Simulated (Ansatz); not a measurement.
Write the native input for Ansatz 0.2.0 that does the following.

```
Task                : relaxation of cell and atoms
Functional          : PBE
Dispersion          : D4
Potentials or basis : Ansatz PAW
Cutoff              : 420 eV (not typed: the program's choice for these potentials)
k mesh              : 8 × 8 × 8
Occupations         : fermi-dirac, width 0.05 eV
Spin                : no spin polarisation
```

The system is InP.

```
CELL_PARAMETERS angstrom
0.00000 2.93050 2.93050
2.93050 0.00000 2.93050
2.93050 2.93050 0.00000
ATOMIC_POSITIONS crystal
In 0.00000 0.00000 0.00000
P 0.75000 0.75000 0.75000
```

The input as run:

input.yaml

```yaml
crystal:
  lattice:
    - [0.0, 2.9305, 2.9305]
    - [2.9305, 0.0, 2.9305]
    - [2.9305, 2.9305, 0.0]
  atoms:
    - { symbol: In, position: [0.0, 0.0, 0.0] }
    - { symbol: P, position: [0.75, 0.75, 0.75] }
hamiltonian:
  xc: pbe
  pseudopotentials: { kind: paw }
  dispersion: d4
kpoints:
  mp_grid: { grid: [8, 8, 8] }
scf:
  occupations: { method: fermi_dirac, width: 0.05 }
output:
  forces: true
  stress: true
relax:
  f_tol: 0.01
  max_steps: 40
  cell: { stress_tol: 0.05 }
```

Potentials or basis: Ansatz PAW.

Command:

```console
$ ansatz run input.yaml --threads 2 --pin off --max-ram 5120MiB --backend cpu --events-out ev --progress --plain --runs-dir out
```

It gave:

```json
{
  "Relaxed volume": "25.56 Å³/atom",
  "Relaxed cell": "a = 4.166 Å, b = 4.166 Å, c = 4.166 Å, α = 60.00°, β = 60.00°, γ = 60.00°",
  "Space group after relaxing (to 0.05 Å)": "F-43m (No. 216)",
  "Energy gained by relaxing": "1.3 meV/atom",
  "Ionic steps": "4",
  "Pressure after relaxing": "0.0 GPa",
  "Band gap on the k mesh": "0.63 eV"
}
```

Caveat: the plane-wave basis is chosen anew once the cell has moved, so the energies of steps on either side of that aren't comparable; spin-orbit coupling is left out, which moves the levels of the heavy elements.

Wall time 10 s on 2 threads of Intel(R) Xeon(R) Processor @ 2.50GHz (Skylake/Cascade Lake), on a shared host, peak memory 0.36 GiB.
